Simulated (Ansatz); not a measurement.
# Zinc, bcc under LDA: from relaxation to bulk modulus

The plan for zinc in the bcc structure: relax it, solve it on a dense k-mesh, switch on spin-orbit coupling, then scale the cell to 7 volumes from 88 to 112 % of the relaxed one and try a fit of the equation of state. The k-meshes are 14×14×14 for the relaxation; 24×24×24 for the dense run; 15×15×15 for spin-orbit coupling; 16×16×16 for the volumes.

This is Zn in the bcc structure; at room conditions it is hcp.

Computed with Ansatz 0.2.0 (DFT LDA (PW92), plane waves (420 eV) with PAW, scalar-relativistic; the PAW data stem from PBE, with regenerated cores, unless a step says otherwise).

**1. Starting point**

It takes space group Im-3m (No. 229, cubic). The conventional cell has a = 3.122 Å, b = 3.122 Å, c = 3.122 Å, α = 90.00°, β = 90.00°, γ = 90.00°. Zn (site symmetry m-3m) has 8 Zn at 2.70 Å as nearest neighbours.

As a file:

```xyz
1
Lattice="-1.5609 1.5609 1.5609 1.5609 -1.5609 1.5609 1.5609 1.5609 -1.5609" Properties=species:S:1:pos:R:3 pbc="T T T"
Zn    0.0000    0.0000    0.0000
```

**2. Relaxing cell and atoms**

File input.yaml:

```yaml
crystal:
  lattice:
    - [-1.5608515766, 1.5608515766, 1.5608515766]
    - [1.5608515766, -1.5608515766, 1.5608515766]
    - [1.5608515766, 1.5608515766, -1.5608515766]
  atoms:
    - { symbol: Zn, position: [0.0, 0.0, 0.0] }
hamiltonian:
  xc: lda
  pseudopotentials:
    kind: paw
    azcp:
      Zn: "pseudopotentials/Zn.paw.azcp"
basis:
  ecutwfc: 420
  fft_grid_basis: typed
kpoints:
  mp_grid: { grid: [14, 14, 14], shift: [0, 0, 0] }
magnetization:
  spin_polarized: false
scf:
  occupations: { method: fermi_dirac, width: 0.1 }
relax:
  max_steps: 60
  f_tol: 0.01
  cell: {}
```

Output:

```text
Warning: <dir> the record states the generating functional pbe (its physics header spells it `PBE`), which answers neither for hamiltonian.xc's functional nor for the lda family's — results may be inconsistent (PPs are generated against a specific XC)
Warning: RAYON_NUM_THREADS=2 ignored (pool sized by the plan → 2); use --threads N
Engine: ansatz 0.2.0, aarch64-unknown-linux-gnu
Pseudopotentials: kind: paw
Pseudopotential: Zn, paw, valence charge 12, recommended cutoff 420 eV (normal), <dir>
Functional definition: SPW92
  exchange = slater_x
  correlation = pw_c
Crystal: 1 atoms, lattice volume = 15.211 Å³
Basis set: ecut = 420 eV, 321 PW (Γ)
Bands: 10, of which v1, the nominal top of the filled ones, is band 6 counted from 1 (5 counted from 0)
Symmetry: 48 space group operations
Space group: Im-3m (ITA 229), of the structure as read, at distance tolerance 2.5e-5 Å
k-points: 104 of 2744
Non-local potential: Zn, projectors of the file, l = 0: 2, l = 1: 2, l = 2: 3, l = 3: 1
PAW form: soft (Blöchl's): semilocal exchange-correlation on the pseudo side does not see the compensation charge
PAW frozen core: Zn, regenerated for the run's functional, and the local potential with it (the file was generated under x = pbe(κ = 0.804, μ = 0.2195149727645171), c = pbe(β = 0.06672455060314922))
PAW one-centre angular grid: Zn, 590 points (default); XC on 64 Gauss nodes
Initial density: superposition of atomic densities (neutral atoms: chi_scale 0, normalization atom), corrected by the library's trained network
Initial wavefunctions: pseudopotential atomic-orbital guess
Functional: x = slater, c = lda
SCF iter   1: F=—  HF=-3246.118423 eV  |F-HF|=—  |Δ(HF+E_count)|=         —  Δρ=3.94e-3  dr2=9.81e-4  ethr=1.77e-3  ⟨swp⟩=4.8  Hψ=6660  notcnv=0
preconditioner: auto → none  [metal: Δε(μ)=0.214 eV  Ē_g=17.312 eV  σ=0.100 eV  W_gap=0.41  n_scr=0 (ndim 8)  ℏωp=33.0 eV  f_vac=0.000  D(μ)=0.36/eV (n_scr^D=0)]
SCF iter   2: F=—  HF=-3246.118100 eV  |F-HF|=—  |Δ(HF+E_count)|=   3.23e-4  Δρ=1.72e-3  dr2=2.10e-4  ethr=8.18e-6  ⟨swp⟩=2.4  Hψ=2438  notcnv=0
SCF iter   3: F=—  HF=-3246.118120 eV  |F-HF|=—  |Δ(HF+E_count)|=   1.96e-5  Δρ=7.85e-4  dr2=3.63e-5  ethr=1.75e-6  ⟨swp⟩=2.0  Hψ=1516  notcnv=0
SCF iter   4: F=—  HF=-3246.118113 eV  |F-HF|=—  |Δ(HF+E_count)|=   6.38e-6  Δρ=2.78e-4  dr2=6.19e-6  ethr=3.02e-7  ⟨swp⟩=2.0  Hψ=1646  notcnv=0
SCF iter   5: F=—  HF=-3246.118109 eV  |F-HF|=—  |Δ(HF+E_count)|=   3.97e-6  Δρ=4.13e-5  dr2=1.27e-7  ethr=5.16e-8  ⟨swp⟩=2.0  Hψ=1568  notcnv=0
SCF iter   6: F=-3246.118109 eV  HF=-3246.118109 eV  |F-HF|=9.45e-10  |Δ(HF+E_count)|=   1.38e-7  Δρ=2.42e-6  dr2=6.84e-10  ethr=8.33e-10  ⟨swp⟩=4.4  Hψ=3457  notcnv=0
SCF 1 converged in 6 iterations: F = -3246.118109 eV  dr2 = 6.84e-10
relax step   1: F+E_penalty+E_count = -3246.11810933 eV  Δ(F+E_penalty+E_count) = +0.000e0 eV  max|allowed force component| = 0.000e0 eV/Å  Δτ_max = 0.0000 Å  P = -7.621 GPa  Ω = 15.211 Å³  (6 SCF iters, dr2 threshold 1.00e-7 eV, accepted)
Crystal: 1 atoms, lattice volume = 14.090 Å³
Basis set: ecut = 420 eV, 249 PW (Γ)
Initial density: handed on by an earlier stage of this run
Initial wavefunctions: those handed on with the density
iter 1 solved again at ethr=5.90e-5 eV; its pass at ethr=3.10e-3 eV (dr2=7.08e-3 eV) is discarded
SCF iter   1: F=—  HF=-3246.158638 eV  |F-HF|=—  |Δ(HF+E_count)|=         —  Δρ=8.60e-3  dr2=7.30e-3  ethr=5.90e-5  ⟨swp⟩=1.2  Hψ=9929  notcnv=0
preconditioner: auto → none  [metal: Δε(μ)=0.064 eV  Ē_g=17.892 eV  σ=0.100 eV  W_gap=0.16  n_scr=0 (ndim 8)  ℏωp=34.3 eV  f_vac=0.000  D(μ)=0.32/eV (n_scr^D=0)]
SCF iter   2: F=—  HF=-3246.156885 eV  |F-HF|=—  |Δ(HF+E_count)|=   1.75e-3  Δρ=3.65e-3  dr2=7.40e-4  ethr=5.90e-5  ⟨swp⟩=2.0  Hψ=2054  notcnv=0
SCF iter   3: F=—  HF=-3246.156107 eV  |F-HF|=—  |Δ(HF+E_count)|=   7.78e-4  Δρ=9.98e-4  dr2=1.35e-4  ethr=6.16e-6  ⟨swp⟩=2.0  Hψ=2162  notcnv=0
SCF iter   4: F=—  HF=-3246.156040 eV  |F-HF|=—  |Δ(HF+E_count)|=   6.76e-5  Δρ=1.45e-4  dr2=1.60e-6  ethr=1.12e-6  ⟨swp⟩=2.2  Hψ=1681  notcnv=0
SCF iter   5: F=—  HF=-3246.156040 eV  |F-HF|=—  |Δ(HF+E_count)|=   7.89e-7  Δρ=1.56e-5  dr2=1.61e-8  ethr=8.33e-10  ⟨swp⟩=5.0  Hψ=3840  notcnv=0
SCF iter   6: F=-3246.156040 eV  HF=-3246.156040 eV  |F-HF|=3.58e-10  |Δ(HF+E_count)|=   3.56e-8  Δρ=1.39e-6  dr2=9.20e-11  ethr=1.34e-10  ⟨swp⟩=2.8  Hψ=3951  notcnv=0
SCF 2 converged in 6 iterations: F = -3246.156040 eV  dr2 = 9.20e-11
relax step   2: F+E_penalty+E_count = -3246.15604035 eV  Δ(F+E_penalty+E_count) = -3.793e-2 eV  max|allowed force component| = 0.000e0 eV/Å  Δτ_max = 0.0000 Å  P = -2.658 GPa  Ω = 14.090 Å³  energy of the carried Pulay correction = +3.749e-4 eV  (6 SCF iters, dr2 threshold 1.00e-7 eV, accepted)
Crystal: 1 atoms, lattice volume = 13.556 Å³
iter 1 solved again at ethr=1.73e-5 eV; its pass at ethr=3.10e-3 eV (dr2=2.08e-3 eV) is discarded
SCF iter   1: F=—  HF=-3246.160238 eV  |F-HF|=—  |Δ(HF+E_count)|=         —  Δρ=4.77e-3  dr2=2.12e-3  ethr=1.73e-5  ⟨swp⟩=1.6  Hψ=9918  notcnv=0
preconditioner: auto → none  [metal: Δε(μ)=0.042 eV  Ē_g=18.326 eV  σ=0.100 eV  W_gap=0.11  n_scr=0 (ndim 8)  ℏωp=34.9 eV  f_vac=0.000  D(μ)=0.31/eV (n_scr^D=0)]
SCF iter   2: F=—  HF=-3246.159715 eV  |F-HF|=—  |Δ(HF+E_count)|=   5.23e-4  Δρ=1.91e-3  dr2=1.94e-4  ethr=1.73e-5  ⟨swp⟩=2.0  Hψ=1905  notcnv=0
SCF iter   3: F=—  HF=-3246.159497 eV  |F-HF|=—  |Δ(HF+E_count)|=   2.18e-4  Δρ=5.69e-4  dr2=4.01e-5  ethr=1.62e-6  ⟨swp⟩=2.0  Hψ=1659  notcnv=0
SCF iter   4: F=—  HF=-3246.159478 eV  |F-HF|=—  |Δ(HF+E_count)|=   1.98e-5  Δρ=7.90e-5  dr2=4.46e-7  ethr=3.34e-7  ⟨swp⟩=2.3  Hψ=1631  notcnv=0
SCF iter   5: F=-3246.159478 eV  HF=-3246.159478 eV  |F-HF|=2.63e-8  |Δ(HF+E_count)|=   6.22e-7  Δρ=1.10e-5  dr2=1.57e-8  ethr=8.33e-10  ⟨swp⟩=4.8  Hψ=3716  notcnv=0
SCF 3 converged in 5 iterations: F = -3246.159478 eV  dr2 = 1.57e-8
relax step   3: F+E_penalty+E_count = -3246.15947816 eV  Δ(F+E_penalty+E_count) = -3.438e-3 eV  max|allowed force component| = 0.000e0 eV/Å  Δτ_max = 0.0000 Å  P = +0.857 GPa  Ω = 13.556 Å³  energy of the carried Pulay correction = +5.641e-4 eV  (5 SCF iters, dr2 threshold 1.00e-7 eV, accepted)
Crystal: 1 atoms, lattice volume = 13.672 Å³
iter 1 solved again at ethr=8.01e-7 eV; its pass at ethr=3.10e-3 eV (dr2=9.62e-5 eV) is discarded
SCF iter   1: F=—  HF=-3246.159790 eV  |F-HF|=—  |Δ(HF+E_count)|=         —  Δρ=1.08e-3  dr2=1.08e-4  ethr=8.01e-7  ⟨swp⟩=2.2  Hψ=9427  notcnv=0
preconditioner: auto → none  [metal: Δε(μ)=0.048 eV  Ē_g=18.313 eV  σ=0.100 eV  W_gap=0.12  n_scr=0 (ndim 8)  ℏωp=34.8 eV  f_vac=0.000  D(μ)=0.31/eV (n_scr^D=0)]
SCF iter   2: F=—  HF=-3246.159763 eV  |F-HF|=—  |Δ(HF+E_count)|=   2.68e-5  Δρ=4.36e-4  dr2=1.03e-5  ethr=8.01e-7  ⟨swp⟩=2.0  Hψ=1634  notcnv=0
SCF iter   3: F=—  HF=-3246.159752 eV  |F-HF|=—  |Δ(HF+E_count)|=   1.14e-5  Δρ=1.26e-4  dr2=1.98e-6  ethr=8.59e-8  ⟨swp⟩=2.0  Hψ=1658  notcnv=0
SCF iter   4: F=-3246.159751 eV  HF=-3246.159751 eV  |F-HF|=1.78e-8  |Δ(HF+E_count)|=   1.02e-6  Δρ=1.69e-5  dr2=1.90e-8  ethr=8.33e-10  ⟨swp⟩=3.5  Hψ=4441  notcnv=0
SCF 4 converged in 4 iterations: F = -3246.159751 eV  dr2 = 1.90e-8
relax step   4: F+E_penalty+E_count = -3246.15975057 eV  Δ(F+E_penalty+E_count) = -2.724e-4 eV  max|allowed force component| = 0.000e0 eV/Å  Δτ_max = 0.0000 Å  P = +0.014 GPa  Ω = 13.672 Å³  energy of the carried Pulay correction = +5.222e-4 eV  (4 SCF iters, dr2 threshold 1.00e-7 eV, accepted)
Initial wavefunctions: pseudopotential atomic-orbital guess (no wavefunctions were taken with the density)
iter 1 solved again at ethr=5.49e-9 eV; its pass at ethr=3.10e-3 eV (dr2=6.59e-7 eV) is discarded
SCF iter   1: F=—  HF=-3246.159258 eV  |F-HF|=—  |Δ(HF+E_count)|=         —  Δρ=1.24e-4  dr2=5.01e-7  ethr=5.49e-9  ⟨swp⟩=3.4  Hψ=10198  notcnv=0
preconditioner: auto → none  [metal: Δε(μ)=0.047 eV  Ē_g=18.300 eV  σ=0.100 eV  W_gap=0.12  n_scr=0 (ndim 8)  ℏωp=34.8 eV  f_vac=0.000  D(μ)=0.31/eV (n_scr^D=0)]
SCF iter   2: F=—  HF=-3246.159258 eV  |F-HF|=—  |Δ(HF+E_count)|=   8.50e-8  Δρ=1.60e-4  dr2=1.52e-6  ethr=4.17e-9  ⟨swp⟩=2.0  Hψ=1670  notcnv=0
SCF iter   3: F=—  HF=-3246.159259 eV  |F-HF|=—  |Δ(HF+E_count)|=   1.10e-7  Δρ=3.93e-5  dr2=1.26e-7  ethr=4.17e-9  ⟨swp⟩=2.0  Hψ=1663  notcnv=0
SCF iter   4: F=—  HF=-3246.159258 eV  |F-HF|=—  |Δ(HF+E_count)|=   1.50e-7  Δρ=2.82e-6  dr2=3.40e-10  ethr=1.05e-9  ⟨swp⟩=2.0  Hψ=1665  notcnv=0
SCF iter   5: F=—  HF=-3246.159258 eV  |F-HF|=—  |Δ(HF+E_count)|=  2.73e-10  Δρ=1.52e-7  dr2=2.28e-12  ethr=1.00e-12  ⟨swp⟩=4.4  Hψ=5015  notcnv=0
SCF iter   6: F=-3246.159258 eV  HF=-3246.159258 eV  |F-HF|=9.09e-13  |Δ(HF+E_count)|=  4.55e-12  Δρ=1.22e-8  dr2=8.47e-15  ethr=1.00e-12  ⟨swp⟩=4.9  Hψ=3799  notcnv=0
SCF 5 converged in 6 iterations: F = -3246.159258 eV  dr2 = 8.47e-15
relax step   5: F+E_penalty+E_count = -3246.15925836 eV  Δ(F+E_penalty+E_count) = +4.922e-4 eV  max|allowed force component| = 0.000e0 eV/Å  Δτ_max = 0.0000 Å  P = +0.006 GPa  Ω = 13.672 Å³  stress off target by 5.97e-3 GPa  SCF on the basis re-selected at this cell (its energy is not comparable with the rows above)  (6 SCF iters)
basis re-selected at this cell: Δ(F+E_penalty+E_count) = +4.922e-4 eV, ΔP = -0.008 GPa vs the last step (what re-selecting the basis moved, of the pressure what is left beyond the Pulay correction that the steps carried, after the strain that the cell walked since its last selection, with what the two solves' SCF thresholds leave and, on support functions, any second-order correction that the steps lacked; it is no measure of the basis error at this ecutwfc). The dense FFT grid was sized anew with the basis: this SCF ran on 18×18×18 points, the steps before it on 20×20×20, so part of this shift can come from that change (see relax.cell in the input reference). This SCF's stress stands 5.97e-3 GPa from its target on what of the cell is left free (relax.cell.stress_tol is 5.00e-2 GPa) and its largest allowed force component is 0.00e0 eV/Å (relax.f_tol is 1.00e-2 eV/Å): within both
SCF converged after 6 iterations
Free energy (F): -3246.159258 eV
Harris-Foulkes:  -3246.159258 eV  (|F-HF|=9.09e-13)
Internal energy: -3246.149087 eV  (E = F + TS)
E sigma→0 (E₀):  -3246.154173 eV
Entropy (-TS):   -0.010172 eV (-10.172 meV/atom)
Fermi energy:    12.514682 eV
--- Per-component energies (eV) ---
  E_band       = 60.571522
  E_kinetic    = 132.550987
  E_local      = -1465.087482  (includes V_loc(G=0)·N_el)
  E_nonlocal   = 613.153282
  E_hartree    = 613.654626
  E_xc         = -136.767530
  E_vxc        = -55.048250  (∫ρ·V_xc dr)
  E_paw        = -1752.831150  (= ΣΔE_a)
  E_vpaw       = -392.305902  (= ΣTr[D̂ρ^β])
  E_aug_tail   = -0.000369  (compensation charges beyond the density's cutoff)
  E_ewald      = -1252.378592
  E_core_change = 1.557141  (= ΣΔE_core)
  E_smearing   = -0.010172  (= −TS)
  E_closure    = 0.000000  (closes the sum)
  Σ components = -3246.159258   (vs F -3246.159258, Δ=0.00e0)
--- Forces (eV/Å), atoms counted from 1 ---
  atom   1  Zn     0.00000000    -0.00000000     0.00000000
  max |Σ_I F_I| component: 1.12e-30 eV/Å
--- Stress (GPa, compression-positive) ---
        0.005970       0.000000       0.000000
        0.000000       0.005970      -0.000000
        0.000000      -0.000000       0.005970
  P = ⅓ Tr σ = 0.0060 GPa (0.060 kbar)
--- Relaxed structure (4 steps of the walk, 4 accepted, 1 SCFs on fresh bases) ---
  F+E_penalty+E_count = -3246.15925836 eV   max|allowed force component| = 0.000e0 eV/Å   (the final SCF, on the basis selected at the relaxed cell)
  cell:  # Å, volume = 13.6724 Å³
    - [-1.5063593274825593, 1.5063593274825593, 1.5063593274825593]
    - [1.5063593274825593, -1.5063593274825593, 1.5063593274825593]
    - [1.5063593274825593, 1.5063593274825593, -1.5063593274825593]
  atoms:
    - { symbol: Zn, position: [0.0, 0.0, 0.0] }
```

Run time: 2.4 s. Hardware: 2 threads of an Arm CPU, shared host; peak memory 0.28 GiB.

Step by step:

```
step  energy change (meV/atom)  largest force (eV/Å)  pressure (GPa)  volume (Å³/atom)
   1                      0.00                0.0000           -7.62            15.211
   2                    -37.93                0.0000           -2.66            14.090
   3                    -41.37                0.0000            0.86            13.556
   4                    -41.64                0.0000            0.01            13.672
   5                    -41.15                0.0000            0.01            13.672
```

Steps that repeat a cell are solved on a basis chosen anew, so their changes of energy are no gain of the relaxation.

The cell of the run, before and after:

|  | before | after | change |
| --- | --- | --- | --- |
| a (Å) | 2.703 | 2.609 | -3.5 % |
| b (Å) | 2.703 | 2.609 | -3.5 % |
| c (Å) | 2.703 | 2.609 | -3.5 % |
| volume (Å³/atom) | 15.211 | 13.672 | -10.1 % |
| shortest distance (Å) | 2.703 | 2.609 | -3.5 % |
| space group (spins left aside) | Im-3m | Im-3m | same |

**3. The energy on a finer k-mesh**

File input.yaml:

```yaml
crystal:
  lattice:
    - [-1.5063593275, 1.5063593275, 1.5063593275]
    - [1.5063593275, -1.5063593275, 1.5063593275]
    - [1.5063593275, 1.5063593275, -1.5063593275]
  atoms:
    - { symbol: Zn, position: [0.0, 0.0, 0.0] }
hamiltonian:
  xc: lda
  pseudopotentials:
    kind: paw
    azcp:
      Zn: "pseudopotentials/Zn.paw.azcp"
basis:
  ecutwfc: 420
  fft_grid_basis: typed
kpoints:
  mp_grid: { grid: [24, 24, 24], shift: [0, 0, 0] }
magnetization:
  spin_polarized: false
scf:
  occupations: { method: fermi_dirac, width: 0.1 }
```

Output (excerpt; [...] marks lines left out):

```text
Warning: <dir> the record states the generating functional pbe (its physics header spells it `PBE`), which answers neither for hamiltonian.xc's functional nor for the lda family's — results may be inconsistent (PPs are generated against a specific XC)
Warning: RAYON_NUM_THREADS=2 ignored (pool sized by the plan → 2); use --threads N
[...]
[... 3 set-up lines as earlier in the session ...]
[...]
Crystal: 1 atoms, lattice volume = 13.672 Å³
Basis set: ecut = 420 eV, 249 PW (Γ)
Bands: 10, of which v1, the nominal top of the filled ones, is band 6 counted from 1 (5 counted from 0)
[... 1 set-up line as earlier in the session ...]
Space group: Im-3m (ITA 229), of the structure as read, at distance tolerance 2.4e-5 Å
k-points: 413 of 13824
[...]
SCF iter   1: F=—  HF=-3246.159105 eV  |F-HF|=—  |Δ(HF+E_count)|=         —  Δρ=4.98e-3  dr2=1.16e-3  ethr=1.77e-3  ⟨swp⟩=4.8  Hψ=26804  notcnv=0
[...]
SCF iter   6: F=-3246.159019 eV  HF=-3246.159019 eV  |F-HF|=4.50e-11  |Δ(HF+E_count)|=   1.23e-8  Δρ=4.88e-7  dr2=6.45e-12  ethr=3.13e-10  ⟨swp⟩=1.3  Hψ=12424  notcnv=0
[...]
SCF converged after 6 iterations
Free energy (F): -3246.159019 eV
[...]
E sigma→0 (E₀):  -3246.153881 eV
Entropy (-TS):   -0.010276 eV (-10.276 meV/atom)
Fermi energy:    12.505823 eV
[...]
```

Wall time 1.4 s (2 threads of an Arm CPU, shared host); peak memory 0.32 GiB.

**4. A two-component run at the same geometry**

Changes to input.yaml since step 3:

```diff
@@ -10,3 +10,3 @@
   pseudopotentials:
-    kind: paw
+    kind: paw_fr
     azcp:
@@ -17,6 +17,12 @@
 kpoints:
-  mp_grid: { grid: [24, 24, 24], shift: [0, 0, 0] }
+  mp_grid: { grid: [15, 15, 15], shift: [0, 0, 0] }
 magnetization:
-  spin_polarized: false
+  noncollinear: true
+  spin_orbit: true
 scf:
   occupations: { method: fermi_dirac, width: 0.1 }
+output:
+  write_density: true
+  write_potential: true
+  elf: true
+  volumetric_format: npy
```

Output (excerpt; [...] marks lines left out):

```text
Warning: <dir> the record states the generating functional pbe (its physics header spells it `PBE`), which answers neither for hamiltonian.xc's functional nor for the lda family's — results may be inconsistent (PPs are generated against a specific XC)
Warning: RAYON_NUM_THREADS=2 ignored (pool sized by the plan → 2); use --threads N
[...]
Pseudopotentials: kind: paw_fr
Pseudopotential: Zn, paw_fr, valence charge 12, recommended cutoff 420 eV (normal), <dir>
[... 1 set-up line as earlier in the session ...]
[...]
non-collinear run that drives no moment, with spin-orbit: no starting moment large enough to seed its density (crystal.atoms[].spin), no starting occupations that ask for one, no magnetisation constraint and no magnetic field, so the semilocal B_xc is pinned to zero
Crystal: 1 atoms, lattice volume = 13.672 Å³
Basis set: ecut = 420 eV, 249 PW (Γ)
Bands: 20, of which v1, the nominal top of the filled ones, is band 12 counted from 1 (11 counted from 0)
Symmetry: 48 space group operations + 48 with time reversal
[...]
Projection manifold: j_resolved (fully-relativistic pseudo-atomic orbitals)
[...]
SCF iter   1: F=—  HF=-3246.377844 eV  |F-HF|=—  |Δ(HF+E_count)|=         —  Δρ=6.54e-2  dr2=4.66e-1  dr2_m=0.00e0 (ungated)  ethr=3.10e-3  |M|=0.00e0 ∫|m|=0.00e0 μB  |m|>n=0.0e0 m-floor=0.0e0 τ_xc=0.0e0  β_m=0.30  ⟨swp⟩=5.5  Hψ=6236  notcnv=0  defer=14
[...]
SCF iter   7: F=-3246.220263 eV  HF=-3246.220263 eV  |F-HF|=7.50e-11  |Δ(HF+E_count)|=   1.31e-8  Δρ=1.02e-6  dr2=5.38e-11  dr2_m=0.00e0 (ungated)  ethr=3.58e-10  |M|=0.00e0 ∫|m|=0.00e0 μB  |m|>n=0.0e0 m-floor=0.0e0 τ_xc=0.0e0  ⟨swp⟩=1.2  Hψ=3380  notcnv=0
[...]
SCF converged after 7 iterations
Magnetization: |M| = 0.0000 μB,  M = (+0.0000, +0.0000, +0.0000) μB
Absolute magnetization: 0.0000 μB (∫|m|)
  site 0: m = (+0.0000, +0.0000, +0.0000) μB, |m| = 0.0000 μB  (R = 1.08 Å)
Free energy (F): -3246.220263 eV
[...]
E sigma→0 (E₀):  -3246.215385 eV
Entropy (-TS):   -0.009756 eV (-9.756 meV/atom)
Fermi energy:    12.509410 eV
[...]
--- Band table (eV; the first three rows and the last of 120) ---
  k-point 0: bands = ["1.0519", "1.0519", "4.1476", "4.1476", "4.1476", "4.1476", "4.4006", "4.4006", "4.9293", "4.9293", "4.9293", "4.9293", "32.8538", "32.8538", "33.4093", "33.4093", "33.4093", "33.4093", "33.8943", "33.8943"]
[...]
```

Run time: 3.7 s. Hardware: 2 threads of an Arm CPU, shared host; peak memory 0.35 GiB.

Side by side:

```csv
,scalar-relativistic,with spin-orbit coupling
k-mesh,24×24×24,15×15×15
gap on the mesh,none (levels filled in part),none (levels filled in part)
```

The meshes differ, so small differences between the columns need not come from spin-orbit coupling.

Axes a, b and c in the maps are those of this run's conventional cell (a, b, c = 3.013, 3.013, 3.013 Å).

Density in a lattice plane of the grid's cell (edges 3.01 and 3.01 Å, at 0.000 of the third edge), which holds Zn.

Ten even steps from '0' (0.16 e/Å³) to '9' (45.69 e/Å³):
```
753100000000000000000135
432100000000000000000123
110000000000000000000001
000000000000000000000000
000000000000000000000000
000000000000000000000000
000000000000000000000000
000000000000000000000000
000000000000000000000000
000000000000000000000000
000000000000000000000000
000000000000000000000000
000000000000000000000000
000000000000000000000000
000000000000000000000000
000000000000000000000000
110000000000000000000001
432100000000000000000123
753100000000000000000135
975210000000000000001257
```
Columns run along the first of these edges and rows up along the second, over one cell in 24 and 20 even steps from the bottom left corner. Atoms in the plane (fractional): Zn at (0.00, 0.00).

ELF in the same plane.

Ten even steps from '0' (0.00) to '9' (0.30):
```
000013566788988766531000
000024667789998776642000
011245677889998877654211
233456777899999877765433
556667778999999987777665
666677889999999998877666
677778999999999999987777
777889999999999999998877
888999999999999999999988
999999999999999999999999
888999999999999999999988
777889999999999999998877
677778999999999999987777
666677889999999998877666
556677778999999987776665
233456777899999877765433
011245677889998877654211
000024667789998776642000
000013566788988766531000
000013566678987666531000
```
Columns run along the first of these edges and rows up along the second, over one cell in 24 and 20 even steps from the bottom left corner. Atoms in the plane (fractional): Zn at (0.00, 0.00).

Both are smooth fields of the valence electrons: close to the nuclei they are not physical.

(Part 1 of 2 ends here.)
